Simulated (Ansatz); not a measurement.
# Photoemission of Si(111) with Li on 25 % of the top atoms and H on the rest

Aim: core-level components, unfolded bands and work function of Si(111) with Li on 25 % of the top atoms and H on the rest.

Main program and level: Ansatz 0.2.0; DFT, PBE, plane-wave PAW, default files, scalar-relativistic.

Report form: the programs' logs are mostly left out.

## (1) Set-up

The cell holds 32 atoms: 1 Li, 7 H and 24 Si. Cell: a = 7.679 Å, b = 7.679 Å, c = 24.854 Å, α = 90.0°, β = 90.0°, γ = 60.0°. It derives from Si. How the cell was made: terminated face; group: Li; share of top atoms: 0.25; rest: H; oxygen in back bonds: 0; lower face: H. Regions: ad, 4 atoms (1 Li and 3 H); L1, 4 atoms (4 Si); L2, 4 atoms (4 Si); L3, 4 atoms (4 Si); mid, 4 atoms (4 Si); rest, 12 atoms (8 Si and 4 H). Vacuum lies along c.

## (2) Relaxing the atoms

The cut or typed positions aren't at rest, and spectra shift with geometry, so the relaxation comes first. 12 atoms are held to stand for the bulk. A dipole correction cancels the field between unlike faces.

input.yaml

```yaml
crystal:
  lattice:
    - [7.6791796437, 0.0, 0.0]
    - [3.8395898218, 6.6503646517, 0.0]
    - [0.0, 0.0, 24.8537769138]
  atoms:
    - { symbol: Li, position: [0.0, 0.0, 0.718352666] }
    - { symbol: H, position: [0.5, 0.0, 0.679324393] }
    - { symbol: H, position: [0.0, 0.5, 0.679324393] }
    - { symbol: H, position: [0.5, 0.5, 0.679324393] }
    - { symbol: Si, position: [0.0, 0.0, 0.624201986] }
    - { symbol: Si, position: [0.5, 0.0, 0.624201986] }
    - { symbol: Si, position: [0.0, 0.5, 0.624201986] }
    - { symbol: Si, position: [0.5, 0.5, 0.624201986] }
[... 20 atom lines left out ...]
    - { symbol: H, position: [0.0, 0.0, 0.281647334] }
    - { symbol: H, position: [0.5, 0.0, 0.281647334] }
    - { symbol: H, position: [0.0, 0.5, 0.281647334] }
    - { symbol: H, position: [0.5, 0.5, 0.281647334] }
kpoints:
  mp_grid: { grid: [3, 3, 1] }
scf:
  occupations: { method: fermi_dirac, width: 0.02 }
  n_extra_bands: 23
hamiltonian:
  xc: pbe
  pseudopotentials: { kind: paw }
output:
  forces: true
  write_potential: true
  volumetric_format: []
efield:
  axis: 3
  dipole_correction: true
relax:
  f_tol: 0.03
  max_steps: 70
  constraints: [{ sites: [20, 21, 22, 23, 24, 25, 26, 27, 28, 29, 30, 31] }]
```

Run with:

```sh
$ ansatz run input.yaml --threads 4 --pin off --max-ram 11264MiB --backend cpu --events-out ev --progress --plain --runs-dir out
```

Run time: 30 s. Hardware: 4 threads of Arm Neoverse V2, shared host; peak memory 1.7 GiB; 1.9 min of CPU time.

The steps of the relaxation:

| step | energy less that of the first step (eV) | largest force component (eV/Å) |
| --- | --- | --- |
| 1 | 0.0000 | 3.1349 |
| 2 | -0.5601 | 1.2304 |
| 3 | -0.6887 | 0.1640 |
| 4 | -0.6916 | 0.0145 |
| 5 | -0.6916 | 0.0145 |

Forces are held to the 6 operations that the run works with; a distortion that breaks them can't arise in this run.

The atoms that moved most (Å):

| atom | dx | dy | dz | length |
| --- | --- | --- | --- | --- |
| Li1 | 0.000 | 0.000 | 0.237 | 0.237 |
| Si5 | 0.000 | 0.000 | 0.155 | 0.155 |
| H4 | 0.009 | 0.005 | 0.147 | 0.147 |
| H2 | 0.000 | -0.011 | 0.147 | 0.147 |
| H3 | -0.009 | 0.005 | 0.147 | 0.147 |
| Si11 | 0.038 | 0.022 | 0.036 | 0.057 |
| Si12 | -0.038 | 0.022 | 0.036 | 0.057 |
| Si9 | 0.000 | -0.044 | 0.036 | 0.057 |

This step gave:

```
free energy                                                         : -15573.5134 eV
Fermi energy                                                        : 0.8121 eV
symmetry operations                                                 : 6
gap on the k-mesh                                                   : 0.8529 eV
ionisation potential, upper face                                    : 1.850 eV
upper vacuum level less the lowest empty level (Kohn–Sham affinity) : 0.9969 eV
ionisation potential, lower face                                    : 4.696 eV
```

The relaxation ends 22 meV an atom lower, with a largest force component of 0.014 eV/Å on the free atoms.

## (3) Bands by layer

This is the main run. States are solved along the surface zone's path and weighed by where they lie along the normal, since photoemission sees the top layers. The cell holds 4 small cells, so the bands are unfolded.

input.yaml

```yaml
crystal:
  lattice:
    - [7.6791796437, 0.0, 0.0]
    - [3.8395898218, 6.6503646517, 0.0]
    - [0.0, 0.0, 24.8537769138]
  atoms:
    - { symbol: Li, position: [0.0, 0.0, 0.727876043] }
    - { symbol: H, position: [0.5008185518, -0.0016371035, 0.6852283666] }
    - { symbol: H, position: [-0.0016371035, 0.5008185518, 0.6852283666] }
    - { symbol: H, position: [0.5008185518, 0.5008185518, 0.6852283666] }
    - { symbol: Si, position: [0.0, 0.0, 0.6304226872] }
    - { symbol: Si, position: [0.5012174886, -0.0024349772, 0.6240174491] }
    - { symbol: Si, position: [-0.0024349772, 0.5012174886, 0.6240174491] }
    - { symbol: Si, position: [0.5012174886, 0.5012174886, 0.6240174491] }
[... 20 atom lines left out ...]
    - { symbol: H, position: [0.0, 0.0, 0.281647334] }
    - { symbol: H, position: [0.5, 0.0, 0.281647334] }
    - { symbol: H, position: [0.0, 0.5, 0.281647334] }
    - { symbol: H, position: [0.5, 0.5, 0.281647334] }
kpoints:
  mp_grid: { grid: [3, 3, 1] }
scf:
  occupations: { method: fermi_dirac, width: 0.02 }
  n_extra_bands: 37
hamiltonian:
  xc: pbe
  pseudopotentials: { kind: paw }
output:
  forces: true
  write_potential: true
  volumetric_format: []
  dos:
    projected:
      site_lists:
        adsorbate: [0, 1, 2, 3]
        layer_1: [4, 5, 6, 7]
        layer_2: [8, 9, 10, 11]
        layer_3: [12, 13, 14, 15]
        middle: [16, 17, 18, 19]
        other_layers: [20, 21, 22, 23, 24, 25, 26, 27, 28, 29, 30, 31]
    de: 0.05
    e_range: [-30, 12]
    method: { smearing: { sigma: 0.12, scheme: gaussian } }
  eigenstates:
    kpoints:
      - [0.33333333, -0.33333333, 0.0]
      - [0.25, -0.375, 0.0]
      - [0.16666667, -0.41666667, 0.0]
      - [0.08333333, -0.45833333, 0.0]
      - [0.0, 0.5, 0.0]
      - [-0.08333333, 0.45833333, 0.0]
      # [... 29 more points ...]
      - [0.25, 0.5, 0.0]
      - [0.29166667, -0.41666667, 0.0]
    e_range: [-8.0, 6.0]
    unfold:
      supercell_matrix: [[2, 0, 0], [0, 2, 0], [0, 0, 1]]
      layers:
        axis: 3
        edges: [0.120706, 0.391615, 0.391715, 0.609101, 0.609201, 0.888815]
efield:
  axis: 3
  dipole_correction: true
```

It took 3.4 min on 4 threads; peak memory 4.6 GiB; 14 min of CPU time.

Numbers from this step:

```
Fermi energy                                                        : 0.8145 eV
gap on the k-mesh                                                   : 0.8527 eV
zero of energy                                                      : valence-band maximum
share of occupied states in no projected shell                      : 0.0113 of the occupied states in the window
ionisation potential, upper face                                    : 1.849 eV
upper vacuum level less the lowest empty level (Kohn–Sham affinity) : 0.9967 eV
```

A(k,E), total over k along the path and E. Zero: valence-band maximum.

Ten even steps from '0' (0.1 eV⁻¹) to '9' (6.2 eV⁻¹), each cell a mean:
```
222358867569999755333333433322
112322466688987534432223345211
232234457997667643332222245432
543332211135555443334322331235
111111100001220013333454432211
000000011110000111222233200000
000000000012221100000000000000
000000000002321000000000000000
000000000246664321000000000000
000000113567777543321100000000
000011245553125644433333210000
122211543330001333344444443211
432235423300000232123333322334
223454233000000023222222354322
234422331111111112321111123432
665443221000000011233233334566
221001200000000000111111110122
000011000000000000011000000000
000111111112222111111100000000
012121000000000000012210000000
432112222222222222221234444444
000110000000000000001211100000
```
Columns: k along the path (Å⁻¹) from 0 to 2.58; rows upwards: E (eV) from -7.27 to 4.04.

A(k,E), top over k along the path and E. Zero: valence-band maximum.

Ten even steps from '_' (0.02 eV⁻¹) to '@' (1.31 eV⁻¹), each cell a mean:
```
++++++++##@@##++**++++####%%%%**======++++++++**++========++
::::--++----++##****##%%%%%%**====++**============++**--::::
::------++++++++##@@@@##**######++==--============****++--::
**++====++++==--::::--++++++========++****==--::====::::==**
::::::::::------::......::::....::==++++++****++==------::::
______....::--==++++--::::::--==++++====--::----::..________
________________..--**##%%##**++--..............____________
______________________..--::..______________________________
__________________..--++****==::::..________________________
______........::==++####**####**==----::..........__________
________......--======::....--==--====--::::::::::..________
..::::::....====::::::______..::::::::--========----::::....
--::::..::==--::::::__________..::......::::::::--::::::----
::::::--====..::--______________::--........::::::====::::::
::::==++::..----........::........::--::............--==::::
****++------::....______________....::----::----------==****
........__....______________________......::................
________....__......____________....__....__________________
______......::::::::::--------::::::::......________________
____....::..__________________________..::....______________
--::::::....::::::::::::::::::::::::::....::::--------------
______....______________________________..........__________
```
Columns: k along the path (Å⁻¹) from 0 to 2.58; rows upwards: E (eV) from -7.27 to 4.04.

A(k,E), middle over k along the path and E. Zero: valence-band maximum.

Ten even steps from '0' (0.03 eV⁻¹) to '9' (2.88 eV⁻¹), each cell a mean:
```
111258877558888755322222332311
012321255689998633322222345210
233234557886566432231111246542
654432111134345442234322341246
011100000001320023323444442210
000000000000000000233344310000
000000000000000000000000000000
000000000002431000000000000000
000000000246665321000000000000
000000124578997533331100000000
000122245665236764333333210000
123212554441002344554444453321
643246434400000232224555423456
223565333100000033222333565322
223421331111111112311111124322
554333221000000012222111123455
331102200000000000211100000123
000022000000000000021000000000
000221111111111111112100000000
013211000000000000011220000000
652112222222222222221235555556
000220000000000000002211100000
```
Columns: k along the path (Å⁻¹) from 0 to 2.58; rows upwards: E (eV) from -7.27 to 4.04.

A(k,E), bottom over k along the path and E. Zero: valence-band maximum.

Ten even steps from '_' (0.01 eV⁻¹) to '@' (2.42 eV⁻¹), each cell a mean:
```
......::--++++==++==++@@@@@@@@++----::..::::::::::::::::....
____........::====++++++**++==--::::::..........::::==....__
..........::::::--==++--::--==--::........____....--::::....
::::........________..------::::::::::::--::::::--::____..::
________________________....______....::::------::..________
______________________________________............__________
____________________________________________________________
______________________..--::________________________________
__________________..--++****==::..__________________________
______________..::--++++====++==--::::....__________________
__________....----==--::....--==------::::::::::..__________
____....__..----::--..______..::::..::::----------::....____
::......::==::::::::__________..::::..........::::::::....::
....::--==--::::::______________..--..............----::....
----====::::==::....................--::............::==----
****++====--....__________________....::------==========++**
....____________________________________........________....
______________________________________..____________________
______................::::::::............__________________
____....::..__________________________........______________
::::::......................................::--------::::::
______....______________________________......______________
```
Columns: k along the path (Å⁻¹) from 0 to 2.58; rows upwards: E (eV) from -7.27 to 4.04.

Peaks of A(k,E) at the labelled points: for each region the eleven nearest the zero at most, each over 6 % of that point's highest, less those above the energy where the solved bands run out; weight and spread sum the levels within three half widths or 0.3 eV, so near peaks share levels. Peaks of the spectral function, the first 40 of 128 rows:

| point | weight on | E (eV) | A (1/eV) | weight near the peak | rms spread of levels (eV) |
| --- | --- | --- | --- | --- | --- |
| K | total | -4.41 | 2.805 | 1.073 | 0.118 |
| K | total | -3.95 | 6.185 | 2.876 | 0.138 |
| K | total | -3.71 | 2.978 | 2.573 | 0.117 |
| K | total | -3.27 | 2.209 | 0.57 | 0.061 |
| K | total | -2.95 | 2.037 | 0.506 | 0.012 |
| K | total | -2.29 | 6.203 | 2.019 | 0.039 |
| K | total | -1.73 | 0.648 | 0.159 | 0.107 |
| K | total | 2.01 | 1.546 | 0.427 | 0.044 |
| K | total | 2.43 | 7.357 | 2.503 | 0.046 |
| K | total | 3.47 | 1.113 | 0.479 | 0.13 |
| K | total | 4.13 | 4.196 | 1.66 | 0.092 |
| K | top | -3.97 | 1.555 | 0.649 | 0.132 |
| K | top | -3.69 | 0.747 | 0.651 | 0.134 |
| K | top | -2.95 | 0.556 | 0.157 | 0.013 |
| K | top | -2.31 | 1.002 | 0.313 | 0.022 |
| K | top | -1.73 | 0.278 | 0.089 | 0.102 |
| K | top | -0.63 | 0.206 | 0.061 | 0 |
| K | top | 1.17 | 0.204 | 0.055 | 0 |
| K | top | 1.99 | 0.764 | 0.254 | 0.044 |
| K | top | 2.45 | 1.569 | 0.516 | 0.045 |
| K | top | 3.47 | 0.486 | 0.22 | 0.13 |
| K | top | 4.13 | 1.708 | 0.7 | 0.1 |
| K | middle | -6.59 | 3.73 | 1.237 | 0.028 |
| K | middle | -4.41 | 1.848 | 0.729 | 0.115 |
| K | middle | -3.97 | 2.3 | 1.033 | 0.141 |
| K | middle | -3.27 | 0.896 | 0.224 | 0.052 |
| K | middle | -2.95 | 0.982 | 0.244 | 0.012 |
| K | middle | -2.29 | 4.008 | 1.307 | 0.033 |
| K | middle | 2.43 | 4.363 | 1.487 | 0.045 |
| K | middle | 3.47 | 0.325 | 0.123 | 0.13 |
| K | middle | 4.15 | 1.21 | 0.478 | 0.092 |
| K | bottom | -6.55 | 1.546 | 0.487 | 0.006 |
| K | bottom | -4.41 | 0.518 | 0.224 | 0.125 |
| K | bottom | -3.91 | 2.85 | 1.192 | 0.129 |
| K | bottom | -3.27 | 1.17 | 0.334 | 0.058 |
| K | bottom | -2.95 | 0.498 | 0.104 | 0.008 |
| K | bottom | -2.29 | 1.225 | 0.385 | 0.022 |
| K | bottom | 2.45 | 1.446 | 0.499 | 0.05 |
| K | bottom | 3.47 | 0.301 | 0.135 | 0.129 |
| K | bottom | 4.13 | 1.279 | 0.484 | 0.083 |

The DOS has structure finer than the step of the table below, so its rows give means over 0.5 eV, whole bins alone (the curve runs from -13.3 to 3.86 eV). Peaks (eV: height): total -6.54: 27.2, -2.34: 25.6, 3.06: 27.0, 3.76: 31.6; Si 3p -2.94: 17.4, -2.34: 23.3, -1.94: 20.1, -1.64: 21.0; Si 3s -10.64: 8.13, -9.74: 8.20, -8.94: 11.3, -6.54: 11.3; H 1s -6.54: 2.05, -5.34: 1.74, -3.94: 3.25, -2.84: 1.58; Li 2p* 2.06: 4.71, 3.06: 8.64, 3.76: 11.3.

* holds the states left over by the projection beside any projected weight of its own. DOS against E, zero at the valence-band maximum; means over each step; values in states/eV/cell:

| E (eV) | total | Si 3p | Si 3s | H 1s | Li 2p* | Li 2s |
| --- | --- | --- | --- | --- | --- | --- |
| -12.5 | 0 | 0 | 0 | 0 | 0 | 0 |
| -12.0 | 0.00876 | 3.9e-4 | 0.00809 | 2.1e-4 | 5.8e-5 | 2.7e-5 |
| -11.5 | 1.52 | 0.178 | 1.30 | 0.0327 | 0.00971 | 0.00342 |
| -11.0 | 2.47 | 0.384 | 1.99 | 0.0738 | 0.0160 | 0.00602 |
| -10.5 | 6.83 | 1.56 | 5.01 | 0.212 | 0.0436 | 0.0112 |
| -10.0 | 6.20 | 1.51 | 4.33 | 0.299 | 0.0425 | 0.00990 |
| -9.5 | 9.62 | 2.58 | 6.69 | 0.288 | 0.0558 | 0.00869 |
| -9.0 | 11.4 | 3.13 | 7.58 | 0.646 | 0.0752 | 0.0125 |
| -8.5 | 5.41 | 1.62 | 3.43 | 0.326 | 0.0346 | 0.00313 |
| -8.0 | 5.26 | 1.51 | 3.14 | 0.556 | 0.0385 | 0.00826 |
| -7.5 | 5.16 | 1.83 | 2.77 | 0.511 | 0.0433 | 0.00264 |
| -7.0 | 3.08 | 1.21 | 1.52 | 0.317 | 0.0299 | 0.00191 |
| -6.5 | 16.4 | 8.07 | 6.75 | 1.34 | 0.197 | 0.0151 |
| -6.0 | 7.38 | 3.68 | 2.99 | 0.635 | 0.0821 | 0.00290 |
| -5.5 | 5.73 | 2.58 | 1.87 | 1.18 | 0.0910 | 0.0185 |
| -5.0 | 3.68 | 1.95 | 1.15 | 0.521 | 0.0510 | 0.0122 |
| -4.5 | 3.74 | 2.46 | 0.642 | 0.586 | 0.0448 | 0.00106 |
| -4.0 | 16.5 | 12.4 | 1.03 | 2.87 | 0.212 | 0.00379 |
| -3.5 | 13.8 | 10.7 | 1.35 | 1.52 | 0.175 | 0.0111 |
| -3.0 | 16.9 | 15.0 | 0.701 | 1.04 | 0.171 | 0.0174 |
| -2.5 | 17.1 | 15.2 | 0.987 | 0.666 | 0.189 | 0.0222 |
| -2.0 | 17.5 | 16.2 | 0.644 | 0.388 | 0.202 | 0.0565 |
| -1.5 | 15.8 | 14.3 | 0.529 | 0.689 | 0.221 | 0.0300 |
| -1.0 | 9.39 | 8.75 | 0.115 | 0.180 | 0.158 | 0.187 |
| -0.5 | 6.03 | 5.45 | 0.0908 | 0.0701 | 0.139 | 0.285 |
| 0.0 | 1.09 | 1.06 | 3.2e-4 | 2.7e-5 | 0.0346 | 1.9e-5 |
| 0.5 | 0.0853 | 0.0135 | 0.00467 | 3.0e-4 | 0.0169 | 0.0499 |
| 1.0 | 6.24 | 1.77 | 0.922 | 0.0476 | 1.04 | 2.46 |
| 1.5 | 6.16 | 2.97 | 1.44 | 0.161 | 1.40 | 0.184 |
| 2.0 | 14.7 | 6.92 | 3.39 | 0.437 | 3.96 | 0.0447 |
| 2.5 | 19.0 | 8.70 | 3.47 | 0.716 | 5.98 | 0.105 |
| 3.0 | 21.7 | 10.2 | 3.54 | 0.802 | 7.04 | 0.0768 |
| 3.5 | 25.7 | 13.3 | 2.43 | 1.28 | 8.63 | 0.0470 |

This run's widths, added to any smearing of the DOS itself: Gaussian 0.15 eV, Lorentzian 0.1 eV plus 0.03 an eV of depth. The intensity by binding energy, zero at the valence-band maximum; values in % of the maximum within 13 eV:

| binding energy (eV) | 21.2 eV | 60 eV | 400 eV | 1486.7 eV | 8047.8 eV |
| --- | --- | --- | --- | --- | --- |
| -1.0 | 0.783 | 1.09 | 1.10 | 0.789 | 0.467 |
| -0.5 | 1.21 | 1.80 | 1.77 | 1.19 | 0.622 |
| 0.0 | 4.93 | 9.08 | 8.98 | 5.11 | 1.70 |
| 0.5 | 19.5 | 35.9 | 32.3 | 17.7 | 5.65 |
| 1.0 | 30.4 | 54.1 | 50.5 | 27.8 | 8.63 |
| 1.5 | 55.1 | 79.8 | 76.5 | 45.0 | 17.3 |
| 2.0 | 52.6 | 89.4 | 88.6 | 53.2 | 21.2 |
| 2.5 | 56.3 | 85.6 | 85.2 | 53.8 | 24.6 |
| 3.0 | 65.6 | 87.0 | 83.3 | 51.1 | 22.0 |
| 3.5 | 70.0 | 68.5 | 65.8 | 46.6 | 26.8 |
| 4.0 | 99.5 | 78.3 | 69.5 | 46.7 | 24.4 |
| 4.5 | 34.8 | 28.3 | 27.1 | 22.0 | 15.6 |
| 5.0 | 28.5 | 25.2 | 27.3 | 26.6 | 22.5 |
| 5.5 | 42.2 | 33.0 | 35.2 | 36.5 | 32.5 |
| 6.0 | 36.2 | 39.7 | 50.0 | 54.4 | 49.8 |
| 6.5 | 58.2 | 68.7 | 87.6 | 96.4 | 88.9 |
| 7.0 | 23.4 | 26.3 | 34.1 | 39.2 | 37.2 |
| 7.5 | 24.5 | 27.7 | 36.8 | 44.2 | 43.0 |
| 8.0 | 23.7 | 28.0 | 39.4 | 49.3 | 49.1 |
| 8.5 | 22.6 | 32.0 | 47.8 | 60.8 | 61.1 |
| 9.0 | 32.9 | 50.2 | 75.6 | 97.3 | 98.5 |
| 9.5 | 25.6 | 44.3 | 69.5 | 90.4 | 91.8 |
| 10.0 | 19.8 | 33.0 | 50.7 | 66.3 | 67.6 |
| 10.5 | 15.9 | 28.9 | 45.7 | 60.5 | 62.0 |
| 11.0 | 7.38 | 15.9 | 25.8 | 34.8 | 35.9 |
| 11.5 | - | 8.84 | 14.8 | 20.2 | 20.9 |
| 12.0 | - | 2.87 | 4.60 | 6.12 | 6.28 |
| 12.5 | - | 1.53 | 2.36 | 3.06 | 3.11 |
| 13.0 | - | 1.03 | 1.55 | 1.98 | 2.00 |

(Continued in part 2 of 2.)

[Logs are printed without paths, hosts, clocks, repeated set-up lines and the standing remarks that a program may print on its own settings, such as how far it seeks lower states.]

[Hosts, paths, dates, database ids (printed as entryN), source tags and the programs' standing remarks are cut or masked in the printed files.]

[Maps of the electrostatic potential energy from Ansatz leave out the sawtooth potential of an applied field or a dipole correction, so their vacuum need not be flat; work functions include it.]
